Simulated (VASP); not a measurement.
Here is the system:

```xyz
4
Lattice="2.6943 0.0000 0.0000 -1.3471 2.3333 0.0000 0.0000 0.0000 4.3760" Properties=species:S:1:pos:R:3 pbc="T T T"
Be    -0.0060     1.5533    -0.0282
Be     1.3565     0.8083     2.1899
O     -0.0170     1.5428     1.6538
O      1.3608     0.7623     3.8645
```

Calculation: PBE GGA, VASP's PBE PAW potentials (set 64) (plane waves; VASP). Numerical set-up: 400 eV cut-off, 7×7×4 Γ-centred mesh, Gaussian smearing of 0.010 eV, potentials Be O.

At this cut-off the stress carries a Pulay error, which pulls relaxed volumes low.

### Question
The ions, cell shape and volume are relaxed. What does this cell relax into?

### Answer

```xyz
4
Lattice="2.6883 -0.0001 0.0000 -1.3443 2.3283 -0.0001 0.0000 -0.0001 4.3652" Properties=species:S:1:pos:R:3 pbc="T T T"
Be    -0.0001     1.5521     4.3647
Be     1.3441     0.7758     2.1820
O     -0.0001     1.5522     1.6484
O      1.3441     0.7759     3.8309
```
Space group P6_3mc (186), at a tolerance of 0.03 Å.

### Question
How do energy and volume change from the first to the last step?

### Answer
The energy (σ→0) changes by -8.9 meV/atom and the volume by -0.7 %, in 10 ionic steps.

The structure comes from a computed database's BeO entry; how it stands against other phases isn't given here. In the starting cell atoms are displaced from their ideal sites. This run relaxes it. The run is one of a series of settings (EDIFFG = -0.01, IBRION = 2, ISIF = 3, NSW = 50 against the base run), some of them coarse on purpose.
